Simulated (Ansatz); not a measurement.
A run of Ansatz 0.2.0:

The input input.yaml:

```yaml
crystal:
  lattice:
    - [4.54534955, 0.0, 0.0]
    - [0.0, 5.51961944, 0.0]
    - [0.0, 0.0, 4.90919686]
  atoms:
    - { symbol: Ti, position: [0.0, 0.17299093, 0.75] }
    - { symbol: Ti, position: [0.5, 0.32700907, 0.25] }
    - { symbol: Ti, position: [0.0, 0.82700907, 0.25] }
    - { symbol: Ti, position: [0.5, 0.67299093, 0.75] }
    - { symbol: O, position: [0.27145062, 0.38172464, 0.91864908] }
    - { symbol: O, position: [0.77145062, 0.11827536, 0.08135092] }
    - { symbol: O, position: [0.22854938, 0.11827536, 0.41864908] }
    - { symbol: O, position: [0.72854938, 0.38172464, 0.58135092] }
    - { symbol: O, position: [0.27145062, 0.61827536, 0.41864908] }
    - { symbol: O, position: [0.77145062, 0.88172464, 0.58135092] }
    - { symbol: O, position: [0.22854938, 0.88172464, 0.91864908] }
    - { symbol: O, position: [0.72854938, 0.61827536, 0.08135092] }
hamiltonian:
  xc: r2scan
  pseudopotentials: { kind: paw }
kpoints:
  mp_grid: { grid: [6, 5, 6] }
  band_path:
    path:
      - [[0.0, 0.0, 0.0], [-0.5, 0.0, 0.0], [-0.5, 0.0, -0.5], [0.0, 0.0, -0.5], [0.0, 0.0, 0.0], [0.0, -0.5, 0.0], [-0.5, -0.5, 0.0], [-0.5, -0.5, -0.5], [0.0, -0.5, -0.5], [0.0, -0.5, 0.0]]
      - [[0.0, 0.0, -0.5], [0.0, -0.5, -0.5]]
      - [[-0.5, -0.5, 0.0], [-0.5, 0.0, 0.0]]
      - [[-0.5, 0.0, -0.5], [-0.5, -0.5, -0.5]]
    npoints: 10
scf:
  occupations: { method: fermi_dirac, width: 0.05 }
  n_extra_bands: 30
output:
  forces: true
  stress: true
  eigenvalues: true
  fatbands: false
  write_density: true
  write_potential: true
  elf: true
  volumetric_format: npy
```

Potentials or basis: Ansatz PAW.

Run with:

```console
$ ansatz run input.yaml --threads 4 --pin off --max-ram 11264MiB --backend cpu --events-out ev --progress --plain --runs-dir out
```

Hardware: 4 threads of Arm Neoverse V2 (shared host).

Q: How long does it take, and how much memory?

A: Wall time 27 s on 4 threads of Arm Neoverse V2, with other jobs on the host, peak memory 1.3 GiB. Counts: scf iterations 8, plane waves 3117, k points 48, bands 78.
